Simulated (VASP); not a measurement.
Input of a VASP 6.6.1 run:

INCAR

```
SYSTEM = ZnSnN2
PREC = Accurate ; ENCUT = 520
EDIFF = 1E-7 ; ISMEAR = 0
SIGMA = 0.1 ; LREAL = .False.
LASPH = .True. ; NELM = 120
ALGO = Normal ; ISIF = 3
LWAVE = .False. ; LCHARG = .False.
GGA = PE ; IBRION = 2
NSW = 60 ; EDIFFG = -0.005
POTIM = 0.3 ; KPAR = 4
```

Contents of KPOINTS:

```
regular mesh
0
Gamma
  10 10 10
  0 0 0
```

Contents of POSCAR:

```
ZnSnN2                                  
1.0
   -2.4019435990      2.4019435990      4.8365234609
    2.4019435990     -2.4019435990      4.8365234609
    2.4019435990      2.4019435990     -4.8365234609
  Zn              Sn              N             
     2     2     4
Direct
     0.7500000000000000    0.2500000000000000    0.5000000000000000
     0.0000000000000000    0.0000000000000000    0.0000000000000000
     0.2500000000000000    0.7500000000000000    0.5000000000000000
     0.5000000000000000    0.5000000000000000    0.0000000000000000
     0.8750000000000000    0.3718544268549567    0.9968544268549496
     0.6281455731450504    0.6250000000000000    0.5031455731450504
     0.3750000000000000    0.8781455731450504    0.0031455731450433
     0.1218544268549567    0.1250000000000000    0.4968544268549567
```

Potentials or basis: VASP PAW PBE potentials, release 64 (Zn, Sn_d, N).

Run with:

```sh
$ cat potpaw_PBE.64/Zn/POTCAR potpaw_PBE.64/Sn_d/POTCAR potpaw_PBE.64/N/POTCAR > POTCAR
$ mpirun -np 4 vasp_std > vasp.out
```

Q: What does it give for the band gap on the k mesh?

A: None (metal or under the smearing width).

Forces on the atoms (eV/Å):
```
Zn   0.000  0.000  0.000
Zn   0.000  0.000  0.000
Sn   0.000  0.000  0.000
Sn   0.000  0.000  0.000
N   -0.004  0.000  0.000
N    0.000  0.004  0.000
N    0.004  0.000  0.000
N    0.000 -0.004  0.000
```

Caveat: the relaxation stopped at its first step, so nothing moved.
